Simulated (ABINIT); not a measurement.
The system is KBr.

```
Br K
1.0
     0.00000    3.30000    3.30000
     3.30000    0.00000    3.30000
     3.30000    3.30000    0.00000
Br K
1 1
Direct
  0.50000 0.50000 0.50000
  0.00000 0.00000 0.00000
```

Program: ABINIT 10.8.3 (patched build). Alike in all runs: no spin polarisation; cell as given; smearing fermi-dirac 0.05 eV.

Q: Order these runs on this cell by their pressure, lowest first.
A. level LDA; potentials or basis JTH PAW LDA v2.0; k mesh 9 × 9 × 9; cutoff (eV) 544; fine-grid cutoff 1088.46 eV
B. level SCAN; potentials or basis JTH PAW PBE v2.0; k mesh 7 × 7 × 7; cutoff (eV) 517; fine-grid cutoff 1034.03 eV
C. level RPBE; potentials or basis JTH PAW PBE v2.0; k mesh 7 × 7 × 7; cutoff (eV) 435; fine-grid cutoff 870.764 eV

A: A (-1.6 GPa), B (0.3 GPa), C (2.1 GPa).

Caveats: the PAW data sets were made with another functional, which shifts forces and pressure a little (some runs).
